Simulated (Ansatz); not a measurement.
CaF2 (Fm-3m) from a database of computed structures, relaxed with r2SCAN: space group Fm-3m (No. 225), cubic; a = 5.439 Å in the conventional setting, 13.41 Å³ an atom. Ca has 8 F at 2.36 Å; F has 4 Ca at 2.36 Å. One-shot G0W0@PBE in Ansatz on a 6×6×6 mesh (contour deformation, no spin-orbit coupling), from a PBE gap of 7.377 eV over the mesh points (the G0W0 gap is indirect on the mesh); the number N of bands summed and the screening cutoff rise together. The values are computed, spin-unpolarised, and not measurements.

```tsv
N	cutoff (eV)	1000/N	G0W0 gap (eV)
132	120	7.576	10.411
310	220	3.226	10.622
```

**Question.** Lay a straight line in 1000/N through these rows.

**Answer.** The slope is -0.0485 eV per unit of 1000/N and the intercept 10.778 eV.

**Question.** Predict the gap at N = 559 (300 eV).

**Answer.** 10.778 + (-0.0485) × 1.789 = 10.691 eV; the run gives 10.705 eV, +0.014 eV from the line.

**Question.** With that run's result added, what limit do the last two rows suggest?

**Answer.** Their slope is (10.705 − 10.622)/(1.789 − 3.226) = -0.0578, which meets 1/N = 0 at 10.81 eV, against 10.778 eV from the first line. The slope steepens, so 1/N isn't yet asymptotic and the true limit probably lies higher still; the k mesh isn't extrapolated.
